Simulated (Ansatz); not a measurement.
The system is C.

```
C
1.0
     2.12732   -1.22828    0.00000
     2.12732    1.22828    0.00000
    -1.37907    0.00000    3.50283
C
2
Direct
  0.16664 0.16664 0.99991
  0.83336 0.83336 0.00009
```

This is a stacking variant of graphite.

Base run:

```yaml
Program: Ansatz 0.2.0
Functional: LDA
Potentials_or_basis: Ansatz PAW
Cutoff: "420 eV (not typed: the program's choice for these potentials)"
k_mesh: 13 × 13 × 8
Occupations: fermi-dirac, width 0.05 eV
Spin: no spin polarisation
```

Its results: pressure -4.1 GPa; largest force 0.003 eV/Å.

Problem. The run is repeated on the same cell with these changes: functional from LDA to RPBE. What comes out?

Solution. Pressure 7.7 GPa; largest force 0.005 eV/Å.

RPBE binds less tightly than LDA, so the same cell stands under more pressure.

Caveats: the PAW data sets come from PBE, with cores solved anew for the run's functional, which leaves a small shift of forces and pressure; this functional lacks dispersion, which binds the layers, so the pressure and a relaxed spacing across them are unreliable (some runs).
